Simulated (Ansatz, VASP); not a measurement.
CdTe: VASP beside Ansatz

File INCAR:

```
SYSTEM = CdTe
  PREC = Accurate
  ENCUT = 520
  EDIFF = 1E-6
  ISMEAR = -1
  SIGMA = 0.02
  LREAL = .False.
  LASPH = .True.
  NELM = 60
  ALGO = Normal
  ISIF = 2
  LWAVE = .False.
  LCHARG = .False.
  GGA = PE
  NBANDS = 26
```

File KPOINTS:

```
Automatic mesh
0
Gamma
  6 6 4
  0 0 0
```

POSCAR

```
CdTe
1.0
    4.8840757712      0.0000000000      0.0000000000
   -2.4420378856      4.2297336918      0.0000000000
    0.0000000000      0.0000000000      6.6222457098
Cd Te
2 2
Direct
    0.3333333333      0.6666666667      0.2500000000
    0.6666666667      0.3333333333      0.7500000000
    0.6666666667      0.3333333333      0.2500000000
    0.3333333333      0.6666666667      0.7500000000
```

Input for Ansatz:

```yaml
crystal:
  lattice:
    - [4.8840757712, 0.0, 0.0]
    - [-2.4420378856, 4.2297336918, 0.0]
    - [0.0, 0.0, 6.6222457098]
  atoms:
    - { symbol: Cd, position: [0.3333333333, 0.6666666667, 0.25] }
    - { symbol: Cd, position: [0.6666666667, 0.3333333333, 0.75] }
    - { symbol: Te, position: [0.6666666667, 0.3333333333, 0.25] }
    - { symbol: Te, position: [0.3333333333, 0.6666666667, 0.75] }
kpoints:
  mp_grid: { grid: [6, 6, 4] }
  band_path:
    path:
      - [0.0, 0.0, 0.0]
      - [0.5, 0.0, 0.0]
      - [0.3333333333, 0.3333333333, 0.0]
      - [0.0, 0.0, 0.5]
      - [0.5, 0.0, 0.5]
      - [0.3333333333, 0.3333333333, 0.5]
      - [0.1, 0.0, 0.0]
      - [0.0, 0.0, 0.1]
    npoints: 1
hamiltonian:
  xc: pbe
scf:
  occupations: { method: fermi_dirac, width: 0.02 }
  n_extra_bands: 5
output:
  forces: true
  stress: true
  eigenvalues: true
```

Alike in both runs: task single point; functional PBE; k mesh 6 × 6 × 4; occupations fermi-dirac, width 0.02 eV; no spin polarisation.

```csv
,VASP,Ansatz
version,VASP 6.6.1,Ansatz 0.2.0
potentials or method,"VASP PAW PBE potentials, release 64 (Cd, Te)","plane waves, PAW"
plane-wave cutoff (eV),520,420
valence electrons in the cell,36,72
```

```csv
,VASP,Ansatz,Ansatz less VASP
pressure (GPa),1.1,1.0,-0.12
largest component of the traceless stress (GPa),0.49,0.43,-0.055
```

The two sets of potentials don't hold the same shells in valence.

Spin-orbit coupling is left out, which matters for the levels of Te.
